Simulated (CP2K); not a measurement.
Mo:

```
Mo
1.0
     2.74324    0.00000    0.00000
    -0.91441    2.58635    0.00000
    -0.91441   -1.29317    2.23984
Mo
1
Direct
  0.00000 0.00000 0.00000
```

Base run:

| Quantity | Value |
| --- | --- |
| Program | CP2K 2026.2 |
| Functional | vdW-DF-cx |
| Potentials or basis | POTENTIAL_UZH Mo GTH-PBE-q14; TZVP-MOLOPT-PBE-GTH basis |
| Density cutoff | 9184 eV |
| k mesh | 12 × 12 × 12 |
| Occupations | fermi-dirac, width 0.05 eV |
| Spin | no spin polarisation |

Its results: band gap on the k mesh none (metal or under the smearing width); pressure -5.8 GPa.

Question: The run is repeated on the same cell with these changes: functional from vdW-DF-cx to TASK. What comes out?

Answer: Band gap on the k mesh none (metal or under the smearing width); pressure -1.8 GPa.

Caveats: the potentials were made for another functional, which shifts forces and pressure; the basis of atomic orbitals isn't converged, which shifts pressures, moduli and gaps.
